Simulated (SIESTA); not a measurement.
In2O3:

```
In O
1.0
     2.74350    1.58396    4.83667
    -2.74350    1.58396    4.83667
     0.00000   -3.16792    4.83667
In O
4 6
Direct
  0.85731 0.85731 0.85731
  0.64269 0.64269 0.64269
  0.14269 0.14269 0.14269
  0.35731 0.35731 0.35731
  0.04800 0.75000 0.45200
  0.75000 0.45200 0.04800
  0.45200 0.04800 0.75000
  0.95200 0.25000 0.54800
  0.25000 0.54800 0.95200
  0.54800 0.95200 0.25000
```

Base run:

| Property | Result |
| --- | --- |
| Program | SIESTA 5.4.2 |
| Functional | PBEsol |
| Potentials or basis | PseudoDojo 0.4 standard (PBEsol files) |
| Basis | DZP (energy shift 0.003 Ry; two zetas on semicore shells) |
| Grid cutoff | 800 Ry |
| Energy shift | 0.003 Ry |
| k mesh | 6 × 6 × 6 |
| Occupations | fermi-dirac, width 0.05 eV |
| Spin | no spin polarisation |

Its results: band gap on the k mesh 1.14 eV, indirect (least direct gap 1.23 eV); pressure 6.0 GPa; largest force 0.254 eV/Å.

Problem. The run is repeated on the same cell with these changes: functional from PBEsol to LDA; potentials or basis from PseudoDojo 0.4 standard (PBEsol files) to PseudoDojo 0.4 standard (LDA files). What comes out?

Solution. Band gap on the k mesh 1.13 eV, indirect (least direct gap 1.23 eV); pressure 0.3 GPa; largest force 0.263 eV/Å.

Caveats: spin-orbit coupling is left out, which moves the levels of the heavy elements; the basis of atomic orbitals isn't converged, which shifts pressures, moduli and gaps.

Not every run made on this cell is shown here.
